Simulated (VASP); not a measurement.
# TiSi2 (Zhiqinite) (Fddd) in VASP: a series of runs

Runs on TiSi2 (Zhiqinite). Level: PBEsol. Tasks: relaxation of cell and atoms.

Everything below comes from runs of VASP 6.6.1. Logs are shortened: lines on timing, memory, paths and dates and some standing lists are left out, and cuts for length are marked.

**1. The structure**

It takes space group Fddd (No. 70, orthorhombic). The conventional cell has a = 4.773 Å, b = 8.236 Å, c = 8.523 Å, α = 90.00°, β = 90.00°, γ = 90.00°. Ti (site symmetry 222) is surrounded by 10 Si at 2.54 to 2.75 Å. Si (site symmetry 2) is surrounded by 5 Ti at 2.54 to 2.75 Å and 5 Si at 2.54 to 2.75 Å.

**2. Relaxation of cell and atoms, PBEsol**

INCAR reads:

```
  PREC = Accurate
  ENCUT = 600
  EDIFF = 1E-6
  ISMEAR = 1
  SIGMA = 0.1
  LREAL = F
  LASPH = T
  NELM = 80
  ALGO = Normal
  ISIF = 3
  LWAVE = F
  LCHARG = F
  GGA = PS
  IBRION = 2
  NSW = 90
  EDIFFG = -0.01
  KPAR = 2
```

KPOINTS reads:

```
regular mesh
0
Gamma
  10 10 10
```

POSCAR reads:

```
TiSi2
1.0
    0.0000000000      4.1180000000      4.2615000000
    2.3865000000      0.0000000000      4.2615000000
    2.3865000000      4.1180000000      0.0000000000
Ti Si
2 4
Direct
    0.7500000000      0.7500000000      0.7500000000
    0.5000000000      0.5000000000      0.5000000000
    0.0830000000      0.4170000000      0.0830000000
    0.4170000000      0.0830000000      0.4170000000
    0.1670000000      0.8330000000      0.1670000000
    0.8330000000      0.1670000000      0.8330000000
```

Potentials or basis: VASP PAW PBE potentials, release 64 (Ti_sv, Si).

Command:

```sh
cat potpaw_PBE.64/Ti_sv/POTCAR potpaw_PBE.64/Si/POTCAR > POTCAR
mpirun -np 2 vasp_std > vasp.out
```

OUTCAR:

```text
PREC = Accurate
   ENCUT = 600
   EDIFF = 1E-6
   ISMEAR = 1
   LREAL = F
   LASPH = T
   NELM = 80
   ISIF = 3
   GGA = PS
   IBRION = 2
   NSW = 90
   EDIFFG = -0.01

 ion  position               nearest neighbor table
   1  0.750  0.750  0.750-   6 2.54   5 2.54   6 2.54   5 2.54   3 2.74   4 2.74   4 2.75   4 2.75
                             3 2.75   3 2.75
   2  0.500  0.500  0.500-   3 2.54   4 2.54   3 2.54   4 2.54   5 2.74   6 2.74   5 2.75   5 2.75
                             6 2.75   6 2.75
   3  0.083  0.417  0.083-   2 2.54   2 2.54   5 2.54   5 2.54   1 2.74   4 2.75   4 2.75   4 2.75
                             1 2.75   1 2.75
   4  0.417  0.083  0.417-   2 2.54   2 2.54   6 2.54   6 2.54   1 2.74   3 2.75   3 2.75   3 2.75
                             1 2.75   1 2.75
   5  0.167  0.833  0.167-   1 2.54   1 2.54   3 2.54   3 2.54   2 2.74   6 2.75   6 2.75   6 2.75
                             2 2.75   2 2.75
   6  0.833  0.167  0.833-   1 2.54   1 2.54   4 2.54   4 2.54   2 2.74   5 2.75   5 2.75   5 2.75
                             2 2.75   2 2.75

  LATTYP: Found a face centered orthorhombic cell.
 ALAT       =     4.7730000000
 B/A-ratio  =     1.7255394930
 C/A-ratio  =     1.7856693903

  Lattice vectors:

 A1 = (   0.0000000000,   4.1180000000,   4.2615000000)
 A2 = (   2.3865000000,   0.0000000000,   4.2615000000)
 A3 = (   2.3865000000,   4.1180000000,   0.0000000000)

Analysis of symmetry for initial positions (statically):
=====================================================================
 Subroutine PRICEL returns:
 Original cell was already a primitive cell.

 Routine SETGRP: Setting up the symmetry group for a
 face centered orthorhombic supercell.

 Subroutine GETGRP returns: Found  8 space group operations
 (whereof  4 operations were pure point group operations)
 out of a pool of  8 trial point group operations.

The static configuration has the point symmetry D_2 .
 The point group associated with its full space group is D_2h.

Analysis of symmetry for dynamics (positions and initial velocities):
=====================================================================
 Subroutine PRICEL returns:
 Original cell was already a primitive cell.

 Routine SETGRP: Setting up the symmetry group for a
 face centered orthorhombic supercell.

 Subroutine GETGRP returns: Found  8 space group operations
 (whereof  4 operations were pure point group operations)
 out of a pool of  8 trial point group operations.

The dynamic configuration has the point symmetry D_2 .
 The point group associated with its full space group is D_2h.

 Subroutine INISYM returns: Found  8 space group operations
 (whereof  4 operations are pure point group operations),
[... 118 lines left out ...]
   EFERMI =   0.00;   METHOD = LEGACY
   ISMEAR =     1;   SIGMA  =   0.10  broadening in eV -4-tet -1-fermi 0-gaus
   EFERMI_NEDOS =   21; number of points for ismear=-14 and -15
   IALGO  =     38    algorithm
   IMIX   =      4    mixing-type and parameters
     AMIX     =   0.40;   BMIX     =  1.00
     AMIX_MAG =   1.60;   BMIX_MAG =  1.00
  volume/ion in A,a.u.               =      13.96        94.21
  Fermi-wavevector in a.u.,A,eV,Ry     =   1.279621  2.418133 22.278591  1.637430
  Thomas-Fermi vector in A             =   2.412096
   LORBIT       =      0    0 simple, 1 ext, 2 COOP (PROOUT), +10 PAW based schemes
   GGA     = PS    functional components
   LHFCALC =     F    Hartree Fock is set to
   AEXX    =    0.0000 exact exchange contribution
   IVDW    =     0    specifies the selected vdW correction
   LEPSILON=     F    determine dielectric tensor
   LRPA    =     F    only Hartree local field effects (RPA)
 conjugate gradient relaxation of ions
 non-spin polarized calculation
 Methfessel and Paxton  Order N= 1 SIGMA  =   0.10
  energy-cutoff  :      600.00
  volume of cell :       83.76
 maximum number of plane-waves:      2842
   NGX = 23   NGY = 19   NGZ = 19

--------------------------------------- Ionic step        1  -------------------------------------------

 number of electron      40.0000000 magnetization

 Free energy of the ion-electron system (eV)
  ---------------------------------------------------
  ext. energy  EPLUGINS =         0.00000000
  ---------------------------------------------------
  free energy    TOTEN  =       -43.66654617 eV

  energy without entropy =      -43.66728535  energy(sigma->0) =      -43.66679257

------------------------ aborting loop because EDIFF is reached ----------------------------------------

  FORCE on cell =-STRESS in cart. coord.  units (eV):
  Direction    XX          YY          ZZ          XY          YZ          ZX
  --------------------------------------------------------------------------------------
  -------------------------------------------------------------------------------------
  Total       -0.4776110     -1.0929302     -0.9838738      0.0000000      0.0000000      0.0000000
  in kB       -9.1357586    -20.9056046    -18.8195701      0.0000000      0.0000000      0.0000000
  external PRESSURE =     -16.2869778 kB  Pullay stress =       0.0000000 kB
[... 267 lines left out ...]
--------------------------------------- Ionic step        8  -------------------------------------------

 number of electron      39.9999999 magnetization

 Free energy of the ion-electron system (eV)
  ---------------------------------------------------
  ext. energy  EPLUGINS =         0.00000000
  ---------------------------------------------------
  free energy    TOTEN  =       -43.68085914 eV

  energy without entropy =      -43.68109732  energy(sigma->0) =      -43.68093854

 E-fermi :  10.2547     XC(G=0): -11.8822

 val. band max:       10.2496122106   @ k =  -0.4000   0.3000   0.3000
 cond. band min:      10.2555649710   @ k =  -0.3000   0.2000   0.1000
 fundamental gap:      0.0059527604
 Fermi energy:        10.2546946170

 k-point     1 :       0.0000    0.0000    0.0000
  band No.  band energies     occupation
      1     -45.7060      2.00000
      2     -45.6747      2.00000
      3     -22.2070      2.00000
      4     -22.1871      2.00000
      5     -22.1083      2.00000
      6     -22.0924      2.00000
[... 637 lines left out ...]
     23      12.9463      0.00000
     24      13.3277      0.00000

 [... further k-points ...]

------------------------ aborting loop because EDIFF is reached ----------------------------------------

  FORCE on cell =-STRESS in cart. coord.  units (eV):
  Direction    XX          YY          ZZ          XY          YZ          ZX
  --------------------------------------------------------------------------------------
  -------------------------------------------------------------------------------------
  Total        0.0409071      0.0254209      0.0268767      0.0000000      0.0000000      0.0000000
  in kB        0.7916942      0.4919821      0.5201571      0.0000000      0.0000000      0.0000000
  external PRESSURE =       0.6012778 kB  Pullay stress =       0.0000000 kB
[... 21 lines left out ...]
  FREE ENERGIE OF THE ION-ELECTRON SYSTEM (eV)
  ---------------------------------------------------
  free  energy   TOTEN  =       -43.6808591448 eV

  energy  without entropy=      -43.6810973168  energy(sigma->0) =      -43.68093854

 reached required accuracy - stopping structural energy minimisation
```

OSZICAR:

```text
N       E                     dE             d eps       ncg     rms          rms(c)
DAV:   1     0.406487178767E+03    0.40649E+03   -0.21084E+04  8208   0.196E+03
DAV:   2     0.574225877311E+01   -0.40074E+03   -0.39751E+03  8208   0.525E+02
[... 67 lines left out ...]
DAV:   1    -0.436811066115E+02   -0.27043E-03   -0.89012E-03 11160   0.114E+00    0.138E-01
DAV:   2    -0.436809148597E+02    0.19175E-03   -0.24427E-03 11736   0.459E-01    0.483E-02
DAV:   3    -0.436808625122E+02    0.52348E-04   -0.41562E-04 12312   0.130E-01    0.261E-02
DAV:   4    -0.436808541726E+02    0.83396E-05   -0.80381E-05 14592   0.721E-02    0.125E-02
DAV:   5    -0.436808568542E+02   -0.26817E-05   -0.86097E-06 10360   0.266E-02    0.518E-03
DAV:   6    -0.436808590165E+02   -0.21623E-05   -0.30351E-06 10664   0.102E-02    0.122E-03
DAV:   7    -0.436808591448E+02   -0.12828E-06   -0.49831E-07  5720   0.523E-03
   8 F= -.43680859E+02 E0= -.43680939E+02  d E =-.228652E-04
```

CONTCAR:

```text
TiSi2
   1.00000000000000
     0.0000000000000000    4.0918298039434537    4.2484955548792129
     2.3810560273339640    0.0000000000000000    4.2484955548792129
     2.3810560273339640    4.0918298039434537    0.0000000000000000
  Ti              Si
     2     4
Direct
     0.7500000000000000    0.7500000000000000    0.7500000000000000
     0.5000000000000000    0.5000000000000000    0.5000000000000000
     0.0861190783825998    0.4138809216174001    0.0861190783825998
     0.4138809216174001    0.0861190783825998    0.4138809216174001
     0.1638809216174001    0.8361190783825998    0.1638809216174001
     0.8361190783825998    0.1638809216174001    0.8361190783825998

  0.00000000E+00  0.00000000E+00  0.00000000E+00
  0.00000000E+00  0.00000000E+00  0.00000000E+00
  0.00000000E+00  0.00000000E+00  0.00000000E+00
  0.00000000E+00  0.00000000E+00  0.00000000E+00
  0.00000000E+00  0.00000000E+00  0.00000000E+00
  0.00000000E+00  0.00000000E+00  0.00000000E+00
```

Wall time 14 min (2 MPI ranks of Intel Xeon Platinum 8488C (Sapphire Rapids), shared host); peak memory 0.51 GiB.

What came out:

```yaml
Free_energy: -43.6809 eV
Relaxed_volume: 13.80 Å³/atom
Relaxed_cell: a = 5.899 Å, b = 4.870 Å, c = 4.734 Å, α = 75.77°, β = 53.16°, γ = 51.07°
Space_group_after_relaxing_to_0.05_Å: Fddd (No. 70)
Energy_gained_by_relaxing: 2.4 meV/atom
Ionic_steps: 8
Pressure_after_relaxing: 0.1 GPa
Band_gap_on_the_k_mesh: none (metal or under the smearing width)
```

Step by step:
```csv
step,energy change (eV),largest force (eV/Å),pressure (GPa),volume (Å³)
1,0.0000,0.1693,-1.63,83.76
2,-0.0063,0.1149,1.51,82.05
3,-0.0084,0.1340,0.44,82.61
4,-0.0121,0.0834,0.23,82.68
5,-0.0129,0.0393,0.06,82.75
6,-0.0143,0.0109,-0.06,82.86
7,-0.0143,0.0048,-0.05,82.85
8,-0.0143,0.0009,0.06,82.79
```

Final structure:
```
Ti Si
1.0
     0.00000    4.09183    4.24850
     2.38106    0.00000    4.24850
     2.38106    4.09183    0.00000
Ti Si
2 4
Direct
  0.75000 0.75000 0.75000
  0.50000 0.50000 0.50000
  0.08612 0.41388 0.08612
  0.41388 0.08612 0.41388
  0.16388 0.83612 0.16388
  0.83612 0.16388 0.83612
```

Caveat: the PAW data sets were made with another functional, which shifts forces and pressure a little.

(Continued in part 2 of 2.)
